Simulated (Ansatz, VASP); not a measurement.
# InGaAs2 (random alloy of the zinc-blende GaAs-InAs line, x = 0.5): VASP beside Ansatz, part 2 of 2

One calculation is typed for both programs; each brings its own data sets. How far apart do they land? Of the first pair: The structure shown is the start of the Ansatz relaxation below; VASP solves that cell, so the two are compared at the walk's first step.

VASP 6.6.1 and Ansatz 0.2.0.

So far: The starting structure; Ansatz: relaxation, PBE.

### Step 3. VASP: single point, PBE, start cell, pair 1

Level of this step: PBE; plane waves and PAW (In_d, As, Ga_d) (VASP).

The same cell, functional, mesh and smearing now go to VASP, with its own data sets.

Lines of VASP's logs that name or quote its potential files are left out, and so is its time.

INCAR

```
SYSTEM = InGaAs2
PREC = Accurate
ENCUT = 400
EDIFF = 1E-06
NELM = 120
ISMEAR = -1
SIGMA = 0.025
LREAL = Auto
ALGO = Normal
GGA = PE
NBANDS = 336
LORBIT = 11
LWAVE = .FALSE.
LCHARG = .FALSE.
ISIF = 2
LASPH = .TRUE.
GGA_COMPAT = .FALSE.
EFERMI = MIDGAP
NCORE = 2
```

POSCAR

```
InGaAs2
1.0
   11.9400000000      0.0000000000      0.0000000000
    0.0000000000     11.9400000000      0.0000000000
    0.0000000000      0.0000000000     11.9400000000
In As Ga
16 32 16
Direct
    0.0027219430      0.9989782245      0.9991206030
    0.0015075377      0.9988525963      0.4997906198
    0.2487437186      0.5021021776      0.2508626466
    0.2519011725      0.7525460637      0.0036599665
    0.0003936348      0.7512814070      0.7496314908
    0.5006783920      0.2509882747      0.2481742044
    0.7495477387      0.0000502513      0.2476968174
    0.7505862647      0.2477973199      0.9999413735
    0.5027303183      0.2505695142      0.7479899497
    0.7479396985      0.0009212730      0.7513316583
    0.5008877722      0.5002261307      0.0001340034
    0.4994807370      0.7459212730      0.2517420436
    0.7504187605      0.7494974874      0.0008291457
    0.5036683417      0.4968174204      0.4989195980
    0.5000670017      0.7496231156      0.7522278057
    0.7509380235      0.7504020101      0.5004690117
    0.1231993300      0.1264489112      0.1211390285
    0.1245812395      0.3774539363      0.3715494137
    0.3731574539      0.1247068677      0.3735259631
    0.3769179229      0.3765075377      0.1258375209
    0.1234338358      0.1245477387      0.6258877722
    0.1235762144      0.3738777219      0.8749832496
    0.3762395310      0.1246817420      0.8735092127
    0.3739279732      0.3753182580      0.6285175879
    0.1244137353      0.6230904523      0.1244137353
    0.1265577889      0.8754773869      0.3764824121
    0.3744974874      0.6258207705      0.3748659966
    0.3726633166      0.8725795645      0.1241541039
    0.1216080402      0.6244891122      0.6263902848
    0.1246566164      0.8753098827      0.8756867672
    0.3756281407      0.6252010050      0.8768927973
    0.3739279732      0.8757118928      0.6251340034
    0.6261725293      0.1242462312      0.1270519263
    0.6252763819      0.3762395310      0.3734003350
    0.8755276382      0.1264237856      0.3735594640
    0.8722864322      0.3768760469      0.1256783920
    0.6282914573      0.1218927973      0.6270686767
    0.6264489112      0.3746984925      0.8739865997
    0.8739614740      0.1258710218      0.8730820771
    0.8748324958      0.3764572864      0.6262562814
    0.6260385260      0.6253936348      0.1261390285
    0.6286599665      0.8757370184      0.3748324958
    0.8731239531      0.6241289782      0.3733333333
    0.8747068677      0.8766499162      0.1253601340
    0.6265075377      0.6292378559      0.6245812395
    0.6245226131      0.8761390285      0.8744639866
    0.8771691792      0.6248073702      0.8739698492
    0.8748827471      0.8769430486      0.6256197655
    0.0029229481      0.2487185930      0.2505276382
    0.2494639866      0.9993634841      0.2519011725
    0.2500670017      0.2509798995      0.9981574539
    0.9988442211      0.2493383585      0.7488525963
    0.2481323283      0.0003936348      0.7527805695
    0.2487520938      0.2528308208      0.5000921273
    0.0002010050      0.5010301508      0.0005025126
    0.9996482412      0.7509798995      0.2514070352
    0.0002680067      0.5014740369      0.5005276382
    0.2503266332      0.5002010050      0.7488777219
    0.2520100503      0.7503098827      0.4993718593
    0.4994221106      0.0000670017      0.9989614740
    0.4999581240      0.9987018425      0.5021273032
    0.7513400335      0.2500837521      0.4996901173
    0.7497738693      0.4997989950      0.2500335008
    0.7478726968      0.5005276382      0.7508375209
```

KPOINTS

```
Automatic mesh
0
Gamma
1 1 1
0 0 0
```

Potentials, in the order of the species: In_d, As and Ga_d (PBE family, release 64).

On the command line:

```bash
> mpirun -np 8 vasp_gam
```

Numbers of over 12 decimals in the logs are rounded to 6 here.

Log:

```text
[banner, memory and clock lines left out]
running    8 mpi-ranks, on    1 nodes
[...]
LDA part: xc-table for (Slater+PW92), standard interpolation
 POSCAR, INCAR and KPOINTS ok, starting setup
[...]
entering main loop
       N       E                     dE             d eps       ncg     rms          rms(c)
DAV:   1     0.874085418772E+04    0.87409E+04   -0.20818E+05   704   0.213E+03
DAV:   2     0.214519968254E+04   -0.65957E+04   -0.64031E+04   672   0.638E+02
DAV:   3     0.952376648397E+02   -0.20500E+04   -0.19179E+04   816   0.268E+02
DAV:   4    -0.223481725160E+03   -0.31872E+03   -0.29513E+03   784   0.101E+02
[...]
DAV:  16    -0.246916729836E+03   -0.12331E-04   -0.12306E-04   888   0.293E-02    0.114E-02
DAV:  17    -0.246916729577E+03    0.25941E-06   -0.12740E-05   728   0.171E-02    0.882E-03
DAV:  18    -0.246916730003E+03   -0.42657E-06   -0.31434E-06   512   0.137E-02
   1 F= -.24691673E+03 E0= -.24687054E+03  d E =-.923832E-01
```

Parts of OUTCAR (step 3):

```text
  Total       19.0798143     19.2829990     19.1234460      0.8394646      1.2684099     -1.4174983
  in kB       17.9585697     18.1498140     17.9996374      0.7901326      1.1938705     -1.3341976
  external PRESSURE =      18.0360071 kB  Pullay stress =       0.0000000 kB

 POSITION                                       TOTAL-FORCE (eV/Angst)
 -----------------------------------------------------------------------------------
      0.03250     11.92780     11.92950        -0.476846      0.173258     -0.056834
      0.01800     11.92630      5.96750        -0.223035      0.212279     -0.034250
      2.97000      5.99510      2.99530         0.260133     -0.098072     -0.201564
      3.00770      8.98540      0.04370        -0.487373     -0.512788     -0.502260
      0.00470      8.97030      8.95060        -0.105180      0.063120      0.031301
      5.97810      2.99680      2.96320        -0.097846     -0.201511      0.215667
      8.94960      0.00060      2.95750         0.236193      0.052187      0.340718
      8.96200      2.95870     11.93930         0.021442      0.186724      0.060393
      6.00260      2.99180      8.93100        -0.050024     -0.190655      0.077800
      8.93040      0.01100      8.97090         0.418478     -0.279719      0.101909
      5.98060      5.97270      0.00160         0.150958     -0.068095     -0.025400
      5.96380      8.90630      3.00580         0.193390      0.583870     -0.067301
      8.96000      8.94900      0.00990         0.101529      0.021567     -0.132515
      6.01380      5.93200      5.95710        -0.362719      0.387603      0.375630
[...]
-----------------------------------------------------------------------------------
    total drift:                               -0.050824      0.084079     -0.006938

  FREE ENERGIE OF THE ION-ELECTRON SYSTEM (eV)
  ---------------------------------------------------
  free  energy   TOTEN  =      -246.9167300034 eV

  energy  without entropy=     -246.8243467904  energy(sigma->0) =     -246.87053840

[... 2 further parts left out ...]
```

The run ends at a pressure of 1.80 GPa, with forces up to 1.9 eV/Å.

### Step 4. Differences

Known differences besides the potentials themselves: the data sets hold 896 valence electrons in Ansatz (on its default PAW (the set named soft_2) files) and 576 in VASP; the cutoff is 420 eV in Ansatz and 400 eV in VASP (PREC = Accurate, projectors in real space). Total energies have different zeros and are not compared.

Forces on 10 of the 64 atoms, those with the largest forces and the largest differences (eV/Å; atoms numbered as in POSCAR):

```
atom          Ansatz x, y, z            VASP x, y, z
As17     0.932, 0.638, 0.956     0.934, 0.634, 0.958
As18   -0.701, -0.800, 1.011   -0.699, -0.800, 1.015
As28     0.634, 1.693, 0.574     0.629, 1.684, 0.572
As29   1.038, -0.555, -0.870   1.039, -0.549, -0.865
As30    0.824, 0.374, -0.684    0.817, 0.377, -0.669
As33  -0.892, -0.492, -0.987  -0.885, -0.497, -0.978
As34   1.384, -0.312, -0.051   1.387, -0.308, -0.062
As35     0.062, 1.029, 0.066     0.068, 1.036, 0.056
As37   -0.443, 0.450, -1.730   -0.445, 0.452, -1.736
As43   0.742, -0.501, -0.479   0.731, -0.508, -0.484
```

The forces differ by 4.4 meV/Å r.m.s., which is 0.9 % of the r.m.s. force of 0.504 eV/Å (both taken over all components).

### Step 5. Ansatz: relaxation, PBE

This run makes the geometry at which the two programs are then compared. The cell compared in this pair holds 1730.44 Å³, against 1702.21 Å³ for the pair before.

The structure compared here is the end of the Ansatz relaxation.

This is the run of step 2 again, met here at its other cell.

### Step 6. VASP: single point, PBE, relaxed cell, pair 2

The same cell, functional, mesh and smearing now go to VASP, with its own data sets.

INCAR, as its differences from that of step 3:

```diff
@@ -2,3 +2,3 @@
 PREC = Accurate
-ENCUT = 400
+ENCUT = 500
 EDIFF = 1E-06
```

POSCAR

```
InGaAs2
1.0
   12.0223690000      0.0602990000     -0.0412100000
    0.0602990000     11.9883020000      0.0559130000
   -0.0412100000      0.0559130000     12.0070080000
In As Ga
16 32 16
Direct
    0.0063000000      0.0040400000      0.0041500000
    0.0067700000      0.0029700000      0.4981200000
    0.2438200000      0.4977500000      0.2522800000
    0.2488000000      0.7515400000      0.0001300000
    0.0043200000      0.7430100000      0.7480900000
    0.4990100000      0.2473100000      0.2531800000
    0.7508600000      0.0020600000      0.2529500000
    0.7554000000      0.2532500000      0.0007900000
    0.4970600000      0.2477800000      0.7481300000
    0.7468700000      0.0042400000      0.7495200000
    0.5014500000      0.4982700000      0.9991000000
    0.4986800000      0.7527300000      0.2526200000
    0.7522200000      0.7455600000      0.0031000000
    0.5021500000      0.4973800000      0.5022900000
    0.4968500000      0.7516900000      0.7490500000
    0.7532000000      0.7451400000      0.4982900000
    0.1300200000      0.1337600000      0.1347700000
    0.1188700000      0.3681200000      0.3830200000
    0.3654600000      0.1223300000      0.3820900000
    0.3666200000      0.3698200000      0.1180000000
    0.1297700000      0.1323500000      0.6319400000
    0.1237100000      0.3747100000      0.8761500000
    0.3672700000      0.1215700000      0.8796500000
    0.3603200000      0.3750600000      0.6226900000
    0.1118200000      0.6257600000      0.1210000000
    0.1300200000      0.8687600000      0.3671800000
    0.3672600000      0.6307800000      0.3803000000
    0.3717400000      0.8888600000      0.1247000000
    0.1299500000      0.6178900000      0.6156600000
    0.1289900000      0.8836100000      0.8643500000
    0.3646600000      0.6185800000      0.8661600000
    0.3665000000      0.8830200000      0.6180600000
    0.6184100000      0.1217500000      0.1155800000
    0.6376400000      0.3757700000      0.3729300000
    0.8760700000      0.1392500000      0.3735200000
    0.8836400000      0.3798600000      0.1306900000
    0.6224300000      0.1290000000      0.6084800000
    0.6307700000      0.3806500000      0.8642200000
    0.8829600000      0.1336600000      0.8666900000
    0.8780600000      0.3746600000      0.6237600000
    0.6299700000      0.6171300000      0.1351800000
    0.6169900000      0.8834000000      0.3829600000
    0.8843600000      0.6186700000      0.3703700000
    0.8824700000      0.8700300000      0.1318700000
    0.6323000000      0.6188900000      0.6327100000
    0.6165000000      0.8815800000      0.8823700000
    0.8764700000      0.6119500000      0.8742400000
    0.8753900000      0.8767200000      0.6230000000
    0.0033600000      0.2532600000      0.2541400000
    0.2499400000      0.0017400000      0.2538100000
    0.2464400000      0.2476100000      0.0003900000
    0.0051500000      0.2552300000      0.7499500000
    0.2531700000      0.0036000000      0.7488700000
    0.2466300000      0.2474500000      0.5042700000
    0.0012600000      0.4953800000      0.0004600000
    0.0036100000      0.7453000000      0.2522000000
    0.0018200000      0.4955000000      0.5011100000
    0.2437400000      0.4948800000      0.7487800000
    0.2485200000      0.7514900000      0.5004400000
    0.4947400000      0.0017600000      0.0008600000
    0.4941500000      0.0027200000      0.5014200000
    0.7551400000      0.2536500000      0.5000500000
    0.7605600000      0.4974100000      0.2533200000
    0.7592300000      0.4947100000      0.7483800000
```

KPOINTS is that of step 3.

On the command line:

```bash
> mpirun -np 8 vasp_gam
```

Log:

```text
[... set-up lines as in an earlier step ...]
 entering main loop
       N       E                     dE             d eps       ncg     rms          rms(c)
DAV:   1     0.952963173801E+04    0.95296E+04   -0.23509E+05   704   0.242E+03
DAV:   2     0.240948989007E+04   -0.71201E+04   -0.69047E+04   672   0.719E+02
DAV:   3     0.168911178042E+03   -0.22406E+04   -0.21307E+04   800   0.291E+02
DAV:   4    -0.215129030582E+03   -0.38404E+03   -0.35416E+03   784   0.111E+02
[...]
DAV:  17    -0.250081362028E+03   -0.11909E-05   -0.13168E-05   624   0.168E-02    0.743E-03
DAV:  18    -0.250081363350E+03   -0.13224E-05   -0.49076E-06   560   0.182E-02    0.594E-03
DAV:  19    -0.250081364035E+03   -0.68489E-06   -0.49778E-06   528   0.822E-03
   1 F= -.25008136E+03 E0= -.25006467E+03  d E =-.333934E-01
```

OUTCAR, selected parts (step 6):

```text
  Total        0.7723441      0.8242187      0.9746796     -0.2028212     -0.0641783     -0.0849801
  in kB        0.7150962      0.7631257      0.9024341     -0.1877877     -0.0594213     -0.0786812
  external PRESSURE =       0.7935520 kB  Pullay stress =       0.0000000 kB

 POSITION                                       TOTAL-FORCE (eV/Angst)
 -----------------------------------------------------------------------------------
      0.07581      0.04904      0.04980        -0.008987      0.007316     -0.008649
      0.06104      0.06386      5.98082        -0.002401      0.012388     -0.007295
      2.95091      5.99599      3.04691        -0.012250      0.000587     -0.003587
      3.03648      9.02470      0.03333         0.002176      0.002781     -0.003608
      0.06591      8.94952      9.02369        -0.006957      0.008262      0.004848
      6.00376      3.00907      3.03320        -0.005788     -0.000600     -0.000277
      9.01682      0.08412      3.00634        -0.007941      0.011883     -0.013768
      9.09694      3.08163     -0.00748        -0.000879      0.006577     -0.004730
      5.95995      3.04226      8.97617        -0.015259      0.010261     -0.001394
      8.94851      0.13777      8.96895         0.002555      0.008346     -0.000751
      6.01749      6.05951     12.00340        -0.010251      0.001694      0.000857
      6.03029      9.06815      3.05475        -0.005191      0.002812     -0.003968
      9.08830      8.98353      0.04791        -0.010502      0.002720     -0.002067
      6.04632      6.02111      6.03812        -0.016612      0.001621     -0.010656
[...]
-----------------------------------------------------------------------------------
    total drift:                                0.019631      0.013532      0.008460

  FREE ENERGIE OF THE ION-ELECTRON SYSTEM (eV)
  ---------------------------------------------------
  free  energy   TOTEN  =      -250.0813640349 eV

  energy  without entropy=     -250.0479706250  energy(sigma->0) =     -250.06466733

[... 1 part as in an earlier step ...]

[... 1 further part left out ...]
```

The run ends at a pressure of 0.08 GPa, with forces up to 0.020 eV/Å.

### Step 7. Comparison

What differs besides the data sets and the points named for the pairs above, as far as they apply: the data sets hold 896 valence electrons in Ansatz (on its default PAW (the set named soft_2) files) and 576 in VASP; the cutoff is 420 eV in Ansatz and 500 eV in VASP (PREC = Accurate, projectors in real space). Total energies have different zeros and are not compared.

Compared:

```
              quantity  Ansatz   VASP  difference
        pressure (GPa)   -0.01   0.08       -0.09
gap on the k mesh (eV)   0.134  0.134       0.000
```

The largest component of a force difference here is 10 meV/Å. A gap on the mesh is an upper bound, since the band edges may lie between its points.

### Step 8. Results

```
r.m.s. force difference (single point, PBE, start cell, pair 1)           : 0.87 % of the r.m.s. force
difference in gap on the k mesh (single point, PBE, relaxed cell, pair 2) : -1.0e-5 eV
```

In words: The r.m.s. force difference is 0.87 % of the r.m.s. force (single point, PBE, start cell, pair 1), within the 3 % picked in this series as the mark of a large difference. The data sets hold unlike numbers of valence electrons (896 in Ansatz and 576 in VASP), so part of the differences may come from the potentials. Such differences can come from data sets, numerical settings and the points named under the comparisons, not from the functional's error against experiment.

[Lines on the potential files, build, host, timing and source positions are cut from VASP's logs without a mark.]

[Logs are printed without paths, hosts, clocks, repeated set-up lines and the standing remarks that a program may print on its own settings, such as how far it seeks lower states.]

[Hosts, paths, dates, database ids (printed as entryN), source tags and the programs' standing remarks are cut or masked in the printed files.]
